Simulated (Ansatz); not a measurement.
# BN: the cost of one run

Computed with Ansatz 0.2.0 (DFT PBE, scalar-relativistic, plane waves, PAW, unless a step's input says otherwise).

1 further run of the same task is left out (set aside as unsound or not needed).

**1. Starting point**

It takes space group P6_3mc (No. 186, hexagonal). The conventional cell has a = 2.554 Å, b = 2.554 Å, c = 4.227 Å, α = 90.00°, β = 90.00°, γ = 120.00°. Around B (site symmetry 3m) lie 4 N at 1.57 to 1.58 Å. N (site symmetry 3m) has 4 B at 1.57 to 1.58 Å as nearest neighbours.

Coordinates:

```
B N
1.0
     2.55394    0.00000    0.00000
    -1.27697    2.21178    0.00000
     0.00000    0.00000    4.22685
B N
2 2
Direct
  0.66667 0.33333 0.99972
  0.33333 0.66667 0.49972
  0.66667 0.33333 0.62528
  0.33333 0.66667 0.12528
```

It goes back to an entry of the Materials Project, which need not be the stable form.

The cell is taken as given, not relaxed at this level.

**2. The reference cell**

The reference gives a free energy of -1084.4829 eV, pressure -0.04 GPa, largest force 0.016 eV/Å and gap on the mesh 5.21 eV. It was computed beforehand with the settings of the runs below.

**3. Next: freezing in a mode**

Mode 10 of the phonon run on this cell, counted from the lowest, is frozen in: each atom moves by x times its row below, so x is the largest displacement.

```
atom     ux      uy     uz
  B1  0.000   1.000  0.000
  B2  0.000   1.000  0.000
  N3  0.000  -0.772  0.000
  N4  0.000  -0.772  0.000
```

**4. x = -0.120 Å**

Input file input.yaml:

```yaml
crystal:
  lattice:
    - [2.5539396017, 0.0, 0.0]
    - [-1.2769698009, 2.2117765748, 0.0]
    - [0.0, 0.0, 4.226855]
  atoms:
    - { symbol: B, position: [0.6395391527, 0.2790783053, 0.999724] }
    - { symbol: B, position: [0.3062058193, 0.6124116387, 0.499724] }
    - { symbol: "N", position: [0.6876025149, 0.3752050298, 0.625276] }
    - { symbol: "N", position: [0.3542691816, 0.7085383632, 0.125276] }
basis:
  ecutwfc: 420
kpoints:
  mp_grid: { grid: [12, 12, 6] }
hamiltonian:
  xc: pbe
scf:
  occupations: { method: gaussian, width: 0.05 }
output:
  forces: true
  stress: true
  eigenvalues: true
```

On the command line:

```
$ ansatz run input.yaml --threads 2 --pin off --max-ram 5120MiB --backend cpu --events-out ev --progress --plain --runs-dir out
```

What time and memory should one allow on 2 threads of Intel Xeon Platinum 8259CL at 2.50GHz (Skylake/Cascade Lake), shared host?

About 5.4 s, with a peak of 0.42 GiB.
